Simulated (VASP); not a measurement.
Set up this calculation in VASP 6.6.1, as the native input.

| Item | Value |
| --- | --- |
| Task | single point |
| Functional | PBEsol |
| Potentials or basis | VASP PAW PBE potentials, release 64 (V_sv, H) |
| Cutoff | 520 eV |
| k mesh | 20 × 20 × 20 |
| Occupations | gaussian, width 0.15 eV |
| Spin | no spin polarisation |
| Dipole correction | no |
| Further INCAR settings | ALGO = Normal; EDIFF = 1e-07; NBANDS = 14 |

The structure of VH lies in POSCAR:

```
VH
1.0
    0.0000000000      1.9637535800      1.9637535800
    1.9637535800      0.0000000000      1.9637535800
    1.9637535800      1.9637535800      0.0000000000
V H
1 1
Direct
    0.0000000000      0.0000000000      0.0000000000
    0.5000000000      0.5000000000      0.5000000000
```

The cell comes from a database or a generator and needn't be the stable form of this composition.

These files were run (other wordings do the same):

INCAR

```
SYSTEM = VH
PREC = Accurate
ENCUT = 520
EDIFF = 1E-7
ISMEAR = 0
SIGMA = 0.15
LREAL = .FALSE.
LASPH = .TRUE.
NELM = 100
ALGO = Normal
ISIF = 2
LWAVE = .FALSE.
LCHARG = .FALSE.
GGA = PS
NBANDS = 14
```

KPOINTS

```
Automatic mesh
0
G
  20 20 20
  0 0 0
```

Potentials or basis: VASP PAW PBE potentials, release 64 (V_sv, H).

The run is started by

```sh
$ cat potpaw_PBE.64/V_sv/POTCAR potpaw_PBE.64/H/POTCAR > POTCAR
$ mpirun -np 1 vasp_std > vasp.out
```

It gave:

```yaml
Pressure: -4.0 GPa
Band_gap_on_the_k_mesh: none (metal or under the smearing width)
```

Caveat: the PAW data sets were made with another functional, which shifts forces and pressure a little.

Wall time 36 s on 1 thread of AMD EPYC 9R45 (Zen 5), with other jobs on the host, peak memory 0.15 GiB.
